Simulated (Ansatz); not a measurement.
Crystal: BN.

```
N B
1.0
     0.00000    1.81300    1.81300
     1.81300    0.00000    1.81300
     1.81300    1.81300    0.00000
N B
1 1
Direct
  0.25000 0.25000 0.25000
  0.00000 0.00000 0.00000
```

The cell is a database's computed one.

Program: Ansatz 0.2.0. Alike in all runs: level PBE; potentials or basis all-electron PAW datasets made for the crystal; no spin polarisation; cell as given; k mesh 13 × 13 × 13. Hardware: 1 thread of Intel(R) Xeon(R) Processor @ 2.50GHz (Skylake/Cascade Lake), on a shared host.

**Question.** Order these runs on this cell by their wall time, lowest first.
A. task electric field gradients; cutoff (eV) 520; smearing fermi-dirac 0.05 eV
B. task Wannier functions; cutoff (eV) 580; smearing fixed
C. task dielectric tensor; cutoff (eV) 580; smearing fixed

**Answer.** A (17 s), B (39 s), C (190 s).
